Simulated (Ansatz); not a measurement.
## Band table of Fe (hcp type)

```
CELL_PARAMETERS angstrom
2.15969 0.00000 0.00000
-1.07985 1.87035 0.00000
0.00000 0.00000 3.43848
ATOMIC_POSITIONS crystal
Fe 0.33333 0.66667 0.25000
Fe 0.66667 0.33333 0.75000
```

The cell comes from a relaxation on PAW files under the same functional, begun from a prototype that needn't be the stable phase.

Level of theory: DFT with PBE, scalar-relativistic, in Ansatz 0.2.0; a Γ-centred 17×17×9 k mesh, Fermi–Dirac smearing of 0.1 eV, no spin polarisation. LAPW: all electrons, basis error target 1 meV/atom.

This run: volume at 0.68 of the series' base cell.

Spin polarisation is left out, though a magnetic state may lie lower. The structure type is held throughout; the real material can change phase at far lower pressure.

Path points, in fractions of the reciprocal vectors: Γ (0.000, 0.000, 0.000), M (0.500, 0.000, 0.000), K (0.333, 0.333, 0.000), A (0.000, 0.000, 0.500), L (0.500, 0.000, 0.500), H (0.333, 0.333, 0.500). Levels in eV from the Fermi level; bands 9 to 20, counted from the lowest band of the run. The gap is zero, the pressure 264.3 GPa.

```
# k(1/Å) point b9 b10 b11 b12 b13 b14 b15 b16 b17 b18 b19 b20
0.000 Γ -11.05 -7.80 -2.95 -2.95 -2.77 -2.12 -2.12 -1.44 -1.44 1.01 1.21 1.21
0.420 - -10.26 -7.26 -3.83 -2.52 -2.44 -2.40 -2.02 -1.82 -1.63 -1.23 1.40 4.77
0.840 - -8.37 -6.61 -4.92 -4.49 -2.75 -2.56 -1.89 -0.93 -0.70 -0.35 1.68 8.75
1.260 - -7.53 -6.72 -6.55 -3.59 -3.17 -2.37 -2.18 0.75 1.14 1.74 1.85 11.28
1.680 M -7.79 -7.13 -6.70 -3.40 -2.70 -2.55 -1.80 1.49 1.88 1.90 4.50 7.80
1.922 - -7.55 -7.11 -6.50 -3.47 -3.03 -2.61 -1.77 1.54 1.65 1.81 4.85 8.09
2.165 - -7.08 -6.91 -6.03 -3.78 -3.59 -2.80 -1.68 1.19 1.53 1.61 5.82 8.77
2.407 - -7.07 -6.07 -5.58 -4.60 -3.61 -3.10 -1.47 0.88 1.35 1.46 7.19 9.53
2.649 K -7.09 -5.43 -5.43 -5.18 -3.42 -3.42 -1.31 1.03 1.03 1.40 8.32 10.37
3.134 - -6.77 -5.96 -5.64 -5.28 -3.73 -2.57 -1.90 0.06 1.52 1.57 4.43 12.76
3.619 - -7.52 -6.04 -5.38 -5.33 -3.22 -2.68 -1.74 -1.05 -0.09 0.85 1.59 10.10
4.104 - -10.01 -7.10 -4.03 -2.83 -2.47 -2.18 -2.12 -1.99 -1.40 -1.22 1.42 5.38
4.589 Γ -11.05 -7.80 -2.95 -2.95 -2.77 -2.12 -2.12 -1.44 -1.44 1.01 1.21 1.21
4.817 - -10.81 -7.74 -3.06 -3.06 -2.87 -2.24 -2.24 -1.19 -1.19 0.34 1.22 1.22
5.046 - -10.13 -7.61 -3.21 -3.21 -3.15 -2.52 -2.52 -1.14 -0.63 -0.63 1.17 1.17
5.274 - -9.14 -7.64 -3.43 -3.24 -3.24 -2.85 -2.85 -2.61 0.00 0.00 0.97 0.97
5.503 A -8.15 -8.15 -3.40 -3.40 -3.11 -3.11 -3.11 -3.11 0.57 0.57 0.57 0.57
5.923 - -7.52 -7.52 -4.32 -4.32 -2.94 -2.94 -2.68 -2.68 0.51 0.51 1.01 1.01
6.342 - -6.90 -6.90 -4.82 -4.82 -2.83 -2.83 -1.72 -1.72 0.56 0.56 1.98 1.98
6.762 - -7.48 -7.48 -5.23 -5.23 -1.20 -1.20 -0.82 -0.82 1.22 1.22 3.10 3.10
7.182 L -7.79 -7.79 -5.49 -5.49 -1.14 -1.14 0.34 0.34 1.73 1.73 4.00 4.00
7.425 - -7.59 -7.59 -5.35 -5.35 -1.67 -1.67 0.09 0.09 1.54 1.54 4.95 4.95
7.667 - -7.05 -7.05 -5.02 -5.02 -2.71 -2.71 -0.56 -0.56 1.46 1.46 6.82 6.82
7.910 - -6.32 -6.32 -4.93 -4.93 -3.42 -3.42 -1.14 -1.14 1.37 1.37 8.93 8.93
8.152 H -5.60 -5.60 -5.51 -5.51 -3.46 -3.46 -1.33 -1.33 1.30 1.30 10.50 10.50
8.637 - -6.60 -6.60 -4.51 -4.51 -3.48 -3.48 -1.50 -1.50 1.68 1.68 6.20 6.20
9.122 - -6.64 -6.64 -4.46 -4.46 -3.71 -3.71 -1.56 -1.56 1.14 1.14 2.51 2.51
9.607 - -7.33 -7.33 -4.47 -4.47 -3.03 -3.03 -2.51 -2.51 0.50 0.50 1.14 1.14
10.092 A -8.15 -8.15 -3.40 -3.40 -3.11 -3.11 -3.11 -3.11 0.57 0.57 0.57 0.57
```
